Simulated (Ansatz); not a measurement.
# Ga3Sb3H7: the cost of one run

Program: Ansatz 0.2.0. Level of theory: DFT PBE, scalar-relativistic, plane waves, PAW. These are calculated values, not measurements.

The COD entry's cell or inner coordinates are ideal or old and differ from later refinements, so a difference from it is no clean test against experiment.

1 further run of the same task is left out (set aside as unsound or not needed). Runs told in other sessions of the task aren't counted.

## (1) The structure to begin with

Symmetry: F-43m, No. 216, cubic system. Conventional cell: a = 6.214 Å, b = 6.214 Å, c = 6.214 Å, α = 90.00°, β = 90.00°, γ = 90.00°. Ga (site symmetry -43m) is surrounded by 4 Sb at 2.69 Å. Sb (site symmetry -43m) has 4 Ga at 2.69 Å in its first shell of neighbours.

As a file:

```xyz
2
Lattice="0.0000 3.1069 3.1069 3.1069 0.0000 3.1069 3.1069 3.1069 0.0000" Properties=species:S:1:pos:R:3 pbc="T T T"
Ga    0.0000    0.0000    0.0000
Sb    1.5535    1.5535    1.5535
```

It is the result of an earlier relaxation at this level (volume 29.99 Å³/atom; gap on the mesh: none (metal)).

## (2) The [001] wire, 12 host atoms a period with H caps

The wire is cut from the relaxed crystal, periodic along c with vacuum across. Atoms and period relax; energies count from the bulk, -5133.9200 eV an atom. Each H cap counts from half an H2 molecule (-15.872 eV in a separate run).

The cell holds 6 Ga, 6 Sb, 14 H: a = 18.700 Å, b = 19.000 Å, c = 6.214 Å, α = 90.00°, β = 90.00°, γ = 90.00°.

## (3) The relaxation run

Pressure and volume refer to the whole cell with its vacuum; only the period along c may change.

input.yaml reads:

```yaml
crystal:
  lattice:
    - [18.7, 0.0, 0.0]
    - [0.0, 19.0, 0.0]
    - [0.0, 0.0, 6.2138412689]
  atoms:
    - { symbol: Ga, position: [0.5436975763, 0.5430076146, 0.0] }
    - { symbol: Sb, position: [0.6267703206, 0.6247686839, 0.75] }
    - { symbol: Ga, position: [0.5436975763, 0.3794854759, 0.5] }
    - { symbol: Ga, position: [0.5436975763, 0.7065297533, 0.5] }
    - { symbol: Sb, position: [0.2944793436, 0.4612465453, 0.25] }
    - { symbol: Sb, position: [0.6267703206, 0.4612465453, 0.25] }
    - { symbol: Ga, position: [0.3775520879, 0.5430076146, 0.5] }
    - { symbol: Ga, position: [0.7098430648, 0.5430076146, 0.5] }
    - { symbol: Sb, position: [0.4606248321, 0.2977244066, 0.25] }
    - { symbol: Sb, position: [0.4606248321, 0.6247686839, 0.25] }
    - { symbol: Ga, position: [0.3775520879, 0.3794854759, 0.0] }
    - { symbol: Sb, position: [0.4606248321, 0.4612465453, 0.75] }
    - { symbol: H, position: [0.6795654521, 0.6767302082, 0.9088822304] }
    - { symbol: H, position: [0.5921702995, 0.3317781116, 0.6458743285] }
    - { symbol: H, position: [0.5921702995, 0.7542371176, 0.3541256715] }
    - { symbol: H, position: [0.4952248532, 0.7542371176, 0.6458743285] }
    - { symbol: H, position: [0.2416842121, 0.5132080695, 0.0911177696] }
    - { symbol: H, position: [0.2416842121, 0.409285021, 0.4088822304] }
    - { symbol: H, position: [0.6795654521, 0.409285021, 0.0911177696] }
    - { symbol: H, position: [0.3290793647, 0.590714979, 0.6458743285] }
    - { symbol: H, position: [0.7583157879, 0.590714979, 0.3541256715] }
    - { symbol: H, position: [0.7583157879, 0.4953002503, 0.6458743285] }
    - { symbol: H, position: [0.5134199637, 0.2457628824, 0.0911177696] }
    - { symbol: H, position: [0.4078297005, 0.2457628824, 0.4088822304] }
    - { symbol: H, position: [0.4078297005, 0.6767302082, 0.0911177696] }
    - { symbol: H, position: [0.3290793647, 0.3317781116, 0.8541256715] }
basis:
  ecutwfc: 420
kpoints:
  mp_grid: { grid: [1, 1, 9] }
hamiltonian:
  xc: pbe
scf:
  occupations: { method: gaussian, width: 0.05 }
output:
  forces: true
  stress: true
  eigenvalues: true
  populations: true
  write_density: true
  write_potential: true
  elf: true
  volumetric_format: npy
relax:
  adjacent_minimum: "off"
  f_tol: 0.02
  max_steps: 45
  cell: { fix: [a, b, alpha, beta, gamma], stress_tol: 0.03 }
```

Command:

```sh
> ansatz run input.yaml --threads 4 --pin off --max-ram 11264MiB --backend cpu --events-out ev --progress --plain --runs-dir out
```

**Question.** How long does this run take on 4 threads of AMD EPYC 9R45 (Zen 5), shared host, and how much memory does it need?

About 3 min, with a peak of 5.1 GiB.
